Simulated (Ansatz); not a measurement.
Phases of Yb at 23 GPa

Structure types of Yb are relaxed in primitive cells with their symmetry kept at 23 GPa, on PAW files; LAPW relaxes the small cells further and takes the PAW cell for the others (marked *). The enthalpy is E + pV at zero temperature, without zero-point motion. Only the types listed were tried, and differences under about 5 meV/atom are mesh noise. The real phase may be another.

Computed with Ansatz 0.2.0; functional PBE, scalar-relativistic. Settings: Fermi–Dirac smearing of 0.05 eV, no spin polarisation. Methods: LAPW: all electrons, basis error target 0.5 meV/atom; PAW: frozen-core files, cutoff 420 eV.

k meshes: fcc 15×15×15, bcc 15×15×15, hcp 14×14×8, dhcp 12×12×3.

Spin–orbit coupling is left out, which matters for the heavy atoms.

Task: Which type is lowest in enthalpy, and by how much?

Result: bcc, 18 meV/atom below hcp. The whole table:

```tsv
start type	ends as	a, b, c (Å)	V (Å³/atom)	H − H(lowest), LAPW (meV/atom)	same, PAW
fcc	fcc, Fm-3m	4.406, 4.406, 4.406	21.38	34.8	34.7
bcc	bcc, Im-3m	3.509, 3.509, 3.509	21.61	0.0	0.0
hcp	hcp, P6_3/mmc	3.123, 3.123, 5.071	21.42	18.3	18.3
dhcp*	dhcp, P6_3/mmc	3.121, 3.121, 10.157	21.42	33.0	32.9
```

Task: Split the lead of bcc over hcp into energy and pV.

Result: For hcp less bcc: ΔE = +45.3 meV/atom, and p·ΔV = 23 GPa × -0.1880 Å³ × 6.242 meV/(GPa·Å³) = -27.0 meV/atom, together 18.3 meV/atom. bcc wins by its internal energy, though it is the less dense.

Task: Would hcp gain on bcc at higher pressure?

Result: Yes: dH/dp = V, and its volume is smaller by 0.19 Å³/atom. Held constant, that would close the gap after about 16 GPa more, a rough figure, since the volume difference changes with pressure.
